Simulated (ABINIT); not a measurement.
Crystal: GaAs.

```
As Ga
1.0
     0.00000    2.82685    2.82685
     2.82685    0.00000    2.82685
     2.82685    2.82685    0.00000
As Ga
1 1
Direct
  0.75000 0.75000 0.75000
  0.00000 0.00000 0.00000
```

Base run:

- Program: ABINIT 10.8.3 (patched build)
- Functional: revPBE
- Potentials or basis: JTH PAW PBE v2.0
- Cutoff: 544 eV
- k mesh: 8 × 8 × 8
- Occupations: fermi-dirac, width 0.05 eV
- Spin: no spin polarisation

Its results: band gap on the k mesh 0.60 eV, direct; pressure 4.8 GPa.

After a change of settings the same cell gave: band gap on the k mesh 0.63 eV, direct; pressure 5.3 GPa. Which change was it?
A. functional from revPBE to LDA
B. functional from revPBE to RPBE
C. functional from revPBE to PW91
D. functional from revPBE to WC

B.

Caveats: the PAW data sets were made with another functional, which shifts forces and pressure a little.

Runs at the PBE level aren't shown here.
